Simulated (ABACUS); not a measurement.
The system is FeCo (Wairauite).

```
CELL_PARAMETERS angstrom
2.85700 0.00000 0.00000
0.00000 2.85700 0.00000
0.00000 0.00000 2.85700
ATOMIC_POSITIONS crystal
Co 0.00000 0.00000 0.00000
Fe 0.50000 0.50000 0.50000
```

| Property | Result |
| --- | --- |
| Program | ABACUS 3.10.1 |
| Task | single point |
| Functional | PBE |
| Potentials or basis | PseudoDojo NC SR 0.4.1 PBE standard |
| Cutoff | 1320 eV |
| Density cutoff | 5279 eV |
| Basis | plane waves |
| k mesh | 9 × 9 × 9 |
| Occupations | fermi-dirac, width 0.05 eV |
| Spin | collinear spin, ferromagnetic start |
| Starting moments | [2.0, 3.0] μB |

On this cell: pressure -1.5 GPa; largest force zero by symmetry; net moment 4.61 μB per cell; band gap on the k mesh none (metal or under the smearing width).

The same run follows on a disturbed copy (atoms moved at random, drawn with an rms of 0.05 Å):

```
CELL_PARAMETERS angstrom
2.85700 0.00000 0.00000
0.00000 2.85700 0.00000
0.00000 0.00000 2.85700
ATOMIC_POSITIONS crystal
Co 0.01764 0.99892 0.00989
Fe 0.50566 0.49585 0.50464
```

Problem. What changes?

Solution. The energy (extrapolated to zero smearing) moves by +2.4 meV/atom; pressure -1.4 GPa; largest force 0.247 eV/Å; net moment 4.61 μB per cell; band gap on the k mesh none (metal or under the smearing width).

Forces in eV/Å, atoms in the order of the input:
```
Co  -0.220 -0.056 -0.096
Fe   0.220  0.056  0.096
```
